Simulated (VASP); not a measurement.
# Settings for AlN: self-consistent run

AlN, Fm-3m (no. 225), 2 atoms in the cell. PBE; PAW potentials Al, N (PBE set). VASP 6.6.1.

Wanted: energy within 0.2 meV/atom; levels at the zone centre within 0.003 eV.

What the run is for: comparing ways to start; Accuracy asked: tight.

Levels at the zone centre: counted from the valence top at that point.

POSCAR:
```
AlN
1.0
    0.0000000000      2.0345180000      2.0345180000
    2.0345180000      0.0000000000      2.0345180000
    2.0345180000      2.0345180000      0.0000000000
Al N
1 1
Direct
    0.5000000000      0.5000000000      0.5000000000
    0.0000000000      0.0000000000      0.0000000000
```

## How the run starts (with a second run first, the time holds both)

| How the run starts (with a second run first, the time holds both) | Energy less reference (meV/atom) | Levels at the zone centre, largest deviation (eV) | Time (s) |
|---|---|---|---|
| from scratch: 12 SCF iterations | 0.00 | 0.0000 | 5.2 |
| density of a coarse mesh (ICHARG 1): 12 + 9 SCF iterations | 0.00 | 0.0001 | 6.0 |
| orbitals of a lower cutoff (ISTART 1): 12 + 6 SCF iterations | 0.00 | 0.0001 | 8.4 |
| orbitals of a loose run: 9 + 3 SCF iterations | 0.00 | 0.0000 | 3.8 |

Chosen: from scratch: 12 SCF iterations; no other choice that stays within half of the tolerance saves 30 % of the time.

The chosen settings are those of the reference run.

Values of the reference run: Levels at the zone centre: 0, 0, 5.406 eV from the valence top at Gamma.

## The input

INCAR:
```
SYSTEM = AlN
  ALGO = Normal
  EDIFF = 1E-6
  EFERMI = MIDGAP
  ENCUT = 520
  GGA = PE
  GGA_COMPAT = .FALSE.
  ISIF = 2
  ISMEAR = 0
  LASPH = .TRUE.
  LCHARG = .FALSE.
  LREAL = .FALSE.
  LWAVE = .FALSE.
  NELM = 120
  PREC = Accurate
  SIGMA = 0.03
```

KPOINTS:
```
k-points
0
Gamma
  10 10 10
```

Commands:
```
cat potpaw_PBE.64/Al/POTCAR potpaw_PBE.64/N/POTCAR > POTCAR
mpirun -np 1 vasp_std > vasp.out
```

The chosen input took VASP 6.6.1 5.2 s on 1 core (Intel Xeon Platinum 8488C (Sapphire Rapids)), a shared host.

## An input that fails: restart asked without its files

VASP's message: ERROR: charge density could not be read from file CHGCAR for ICHARG>10.

Changes against the starting input:
```
- NELM = 120
+ NELM = 60
+ ICHARG = 11
```
